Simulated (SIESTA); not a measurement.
The system is NiO.

```
Ni O
1.0
     0.00000    2.08590    2.08590
     2.08590    0.00000    2.08590
     2.08590    2.08590    0.00000
Ni O
1 1
Direct
  0.00000 0.00000 0.00000
  0.50000 0.50000 0.50000
```

Base run:

```yaml
Program: SIESTA 5.4.2
Functional: PBE
Potentials_or_basis: PseudoDojo 0.4 standard (PBE files)
Basis: DZP (energy shift 0.003 Ry; two zetas on semicore shells)
Grid_cutoff: 800 Ry
Energy_shift: 0.003 Ry
k_mesh: 8 × 8 × 8
Occupations: fermi-dirac, width 0.05 eV
Spin: collinear spin, ferromagnetic start
Starting_moments: "[1.0, 0.0] μB"
```

Its results: band gap on the k mesh none (metal or under the smearing width); pressure -1.0 GPa; net moment 0.00 μB per cell.

**Question.** The run is repeated on the same cell with these changes: potentials or basis from PseudoDojo 0.4 standard (PBE files) to PseudoDojo 0.4 stringent (PBE files). What comes out?

**Answer.** Band gap on the k mesh none (metal or under the smearing width); pressure 7.7 GPa; net moment 1.82 μB per cell; site moments Ni +1.48; O +0.34 μB.

Caveats: short orbitals over semicore shells can move pressures by several GPa; the basis of atomic orbitals isn't converged, which shifts pressures, moduli and gaps; semilocal functionals often make such compounds metallic where correlation or magnetic order opens a gap, which also shifts bond lengths; a cell with one magnetic atom can't hold antiferromagnetic order, which such compounds often take (some runs).
